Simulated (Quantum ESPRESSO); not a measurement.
# AlAu under changes of volume

One of the cells (16.755 Å³/atom); the others are scaled copies at fixed shape and fractional positions:

```
CELL_PARAMETERS angstrom
3.22394 0.00000 0.00000
0.00000 3.22394 0.00000
0.00000 0.00000 3.22394
ATOMIC_POSITIONS crystal
Au 0.50000 0.50000 0.50000
Al 0.00000 0.00000 0.00000
```

The cell comes from a database or a generator and needn't be the stable form of this composition.

```yaml
Program: Quantum ESPRESSO 7.5
Functional: r2SCAN
Potentials_or_basis: SG15 PBE 1.2
Cutoff: 1020 eV
Density_cutoff: 4082 eV
k_mesh: 6 × 6 × 6
Occupations: fermi-dirac, width 0.05 eV
Spin: no spin polarisation
```

```tsv
volume (Å³/atom)	energy over the lowest point (meV/atom)	pressure (GPa)
15.749	?	?
16.084	0.00	1.0
16.419	0.87	-1.9
16.755	7.35	-4.4
17.090	18.79	-6.6
17.425	34.59	-8.5
17.760	54.20	-10.2
```

**Question.** What does the run at 15.749 Å³/atom give?

**Answer.** Energy over the lowest point 5.51 meV/atom; pressure 4.2 GPa.

Worked out: A Birch-Murnaghan fit of order 3 (a polynomial in V^(-2/3)) to the other rows has its minimum at 16.20 Å³/atom with B0 = V·E''(V) = 141 GPa and B' = 5.1. It gives 5.52 meV/atom at 15.749 Å³/atom, against the run's 5.51, and -dE/dV = 4.3 GPa, against 4.2.

Energies are extrapolated to zero smearing.

Caveats: the potentials were made for another functional, which shifts forces and pressure.
